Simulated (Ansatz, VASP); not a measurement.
# Cl in VASP and in Ansatz

INCAR

```
SYSTEM = Cl
PREC = Accurate
ENCUT = 520
EDIFF = 1E-6
ISMEAR = -1
SIGMA = 0.08
LREAL = .FALSE.
LASPH = .TRUE.
NELM = 100
ALGO = Normal
ISIF = 2
LWAVE = .FALSE.
LCHARG = .FALSE.
GGA = PE
NBANDS = 14
```

File KPOINTS:

```
Automatic mesh
0
G
  14 14 14
  0 0 0
```

The input POSCAR:

```
Cl
1.0
    0.0000000000      3.1809943143      3.1809943143
    3.1809943143      0.0000000000      3.1809943143
    3.1809943143      3.1809943143      0.0000000000
Cl
2
Direct
    0.0000000000      0.0000000000      0.0000000000
    0.2500000000      0.2500000000      0.2500000000
```

Input for Ansatz:

```yaml
crystal:
  lattice:
    - [0.0, 3.1809943143, 3.1809943143]
    - [3.1809943143, 0.0, 3.1809943143]
    - [3.1809943143, 3.1809943143, 0.0]
  atoms:
    - { symbol: Cl, position: [0.0, 0.0, 0.0] }
    - { symbol: Cl, position: [0.25, 0.25, 0.25] }
kpoints:
  mp_grid: { grid: [14, 14, 14] }
scf:
  occupations: { method: fermi_dirac, width: 0.08 }
hamiltonian:
  xc: pbe
  pseudopotentials: { kind: all_electron, lapw: { basis_error: 0.001 } }
output:
  forces: true
  stress: true
  eigenvalues: true
```

Change from the starting cell: volume scaled by 0.95.

Alike in both runs: task single point; functional PBE; k mesh 14 × 14 × 14; occupations fermi-dirac, width 0.08 eV; no spin polarisation.

|  | VASP | Ansatz |
| --- | --- | --- |
| version | VASP 6.6.1 | Ansatz 0.2.0 |
| potentials or method | VASP PAW PBE potentials, release 64 (Cl) | all-electron LAPW, scalar-relativistic |
| plane-wave cutoff (eV) | 520 | see its input |

|  | VASP | Ansatz | Ansatz less VASP |
| --- | --- | --- | --- |
| pressure (GPa) | 1.0 | 1.0 | +0.07 |

Ansatz ran all-electron here, so the differences hold the error of VASP's frozen core and of both bases.
